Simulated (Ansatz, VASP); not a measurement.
## Fe: VASP beside Ansatz

The input POSCAR:

```
Fe
1.0
    0.0000000000      1.6832090964      1.6832090964
    1.6832090964      0.0000000000      1.6832090964
    1.6832090964      1.6832090964      0.0000000000
Fe
1
Direct
    0.0000000000      0.0000000000      0.0000000000
```

INCAR.step1

```
SYSTEM = Fe
PREC     = Accurate       ! precision mode
ENCUT    = 520            ! plane-wave cutoff, eV
ISMEAR   = -1             ! smearing method
SIGMA    = 0.1            ! smearing width, eV
LREAL    = .FALSE.        ! projectors in reciprocal space
LASPH    = .TRUE.         ! aspherical terms in the spheres
NELM     = 100            ! most SCF steps
NBANDS   = 10             ! bands
GGA      = PE             ! functional
ALGO     = Normal         ! electronic algorithm
EDIFF    = 1E-4           ! SCF threshold, eV
LWAVE    = .TRUE.         ! write WAVECAR
LCHARG   = .FALSE.        ! write CHGCAR
```

File INCAR.step2:

```
SYSTEM = Fe
PREC     = Accurate       ! precision mode
ENCUT    = 520            ! plane-wave cutoff, eV
EDIFF    = 1E-7           ! SCF threshold, eV
ISMEAR   = -1             ! smearing method
SIGMA    = 0.1            ! smearing width, eV
LREAL    = .FALSE.        ! projectors in reciprocal space
LASPH    = .TRUE.         ! aspherical terms in the spheres
NELM     = 100            ! most SCF steps
ALGO     = Normal         ! electronic algorithm
ISIF     = 2              ! what is computed and relaxed
LWAVE    = .FALSE.        ! write WAVECAR
LCHARG   = .FALSE.        ! write CHGCAR
METAGGA  = R2SCAN         ! meta-GGA
LMIXTAU  = .TRUE.       
NBANDS   = 10             ! bands
ISTART   = 1
```

KPOINTS

```
regular mesh
0
G
  18 18 18
  0 0 0
```

Input for Ansatz:

```yaml
crystal:
  lattice:
    - [0.0, 1.6832090964, 1.6832090964]
    - [1.6832090964, 0.0, 1.6832090964]
    - [1.6832090964, 1.6832090964, 0.0]
  atoms:
    - { symbol: Fe, position: [0.0, 0.0, 0.0] }
hamiltonian:
  xc: r2scan
  pseudopotentials:
    kind: paw
    azcp:
      Fe: "pseudopotentials/Fe.paw.azcp"
basis:
  ecutwfc: 500
  fft_grid_basis: typed
kpoints:
  mp_grid: { grid: [18, 18, 18], shift: [0, 0, 0] }
magnetization:
  spin_polarized: false
scf:
  occupations: { method: fermi_dirac, width: 0.1 }
  lower_state_search: "off"
output:
  stress: true
  write_density: true
  write_potential: true
  elf: true
  volumetric_format: npy
```

Alike in both runs: task single point; functional r2SCAN; k mesh 18 × 18 × 18; occupations fermi-dirac, width 0.1 eV; no spin polarisation.

|  | VASP | Ansatz |
| --- | --- | --- |
| version | VASP 6.6.1 | Ansatz 0.2.0 |
| potentials or method | VASP PAW PBE potentials, release 64 (Fe) | plane waves (500 eV) with PAW, scalar-relativistic |
| plane-wave cutoff (eV) | 520 | 500 |
| valence electrons in the cell | 8 | 16 |

|  | VASP | Ansatz | Ansatz less VASP |
| --- | --- | --- | --- |
| pressure (GPa) | 14.7 | 14.2 | -0.43 |

The functional is the same, so the differences come from potentials, cutoffs and numerics. The two sets of potentials don't hold the same shells in valence.

Caveats: the PAW data sets were made with another functional, which shifts forces and pressure a little (VASP); the run has no spin polarisation, though such a crystal can be magnetic. Spin polarisation is off, so any magnetic state and its effect on volume and gap are missing.
